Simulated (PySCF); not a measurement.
# C5H8 (Spiropentane): the cost of one run

Programs: PySCF 2.14.0, with density-fitted response routines of our own. Each step states its level of theory. These are calculated values for one molecule in the gas phase, unless marked as measured. Atoms count from 0, in the outputs and in this text.

## Step 1: Starting geometry

13 atoms, charge 0, multiplicity 1; geometry from: MMFF94s.

Bonds of the start (Å): C0–C1 1.53, C1–C2 1.46, C2–C3 1.46, C3–C4 1.53, C2–C0 1.46, C4–C2 1.46, C0–H5 1.08, C0–H6 1.08, C1–H7 1.08, C1–H8 1.08, C3–H9 1.08, C3–H10 1.08, C4–H11 1.08, C4–H12 1.08.

## Step 2: Geometry optimisation at PBE0-D3(BJ)/def2-SVP

The job: settings as JSON, then the geometry in Å.

```
{"job": {"xc": "PBE0", "basis": "def2-SVP", "d3": "d3bj", "grid": 1, "kind": "geom"}, "charge": 0, "multiplicity": 1}
C      0.934059    -0.808906     0.772443
C      1.416880     0.216119    -0.263069
C     -0.000000     0.000000     0.000001
C     -1.156960     0.837346     0.289417
C     -1.193979    -0.244558    -0.798790
H      1.033924    -1.858209     0.524662
H      1.077968    -0.571374     1.818995
H      1.832650    -0.162535    -1.188358
H      1.876680     1.124302     0.105972
H     -1.711826     0.652246     1.200606
H     -1.137546     1.871428    -0.031049
H     -1.773062    -1.137522    -0.599588
H     -1.198788     0.081663    -1.831244
```

Launch:

```bash
$ OMP_NUM_THREADS=1 python probes_run.py task.json out
```

The driver reads the jobs from task.json and runs them one after another.

**Question.** How long does this first job take on 1 thread of Arm Neoverse V1, shared host, and how much memory does it need?

About 15 s, with a peak of 0.45 GiB.
